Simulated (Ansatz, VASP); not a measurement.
## Two plane-wave programs on ZrC

```
Zr C
1.0
     0.00000    2.35576    2.35576
     2.35576    0.00000    2.35576
     2.35576    2.35576    0.00000
Zr C
1 1
Cartesian
  2.3558 2.3558 2.3558
  0.0000 0.0000 0.0000
```

Alike in both runs: functional r2SCAN; k mesh 16 × 16 × 16; occupations gaussian, width 0.1 eV; no spin polarisation.

Ansatz relaxed the structure, and its values are those at the end. VASP's run is a single point on that final structure, the one shown.

|  | VASP | Ansatz |
| --- | --- | --- |
| version | VASP 6.6.1 | Ansatz 0.2.0 |
| potentials or method | VASP PAW PBE potentials, release 64 (Zr_sv, C) | scalar-relativistic, plane waves, PAW |
| plane-wave cutoff (eV) | 520 | 500 |
| valence electrons in the cell | 16 | 16 |

```csv
,VASP,Ansatz,Ansatz less VASP
gap on the k mesh at the Fermi level (eV),none,none,-
pressure (GPa),0.2,0.0,-0.23
```

A gap of «none» marks a metal or a gap that the smearing closes.

Caveats: the PAW data sets were made with another functional, which shifts forces and pressure a little (VASP).
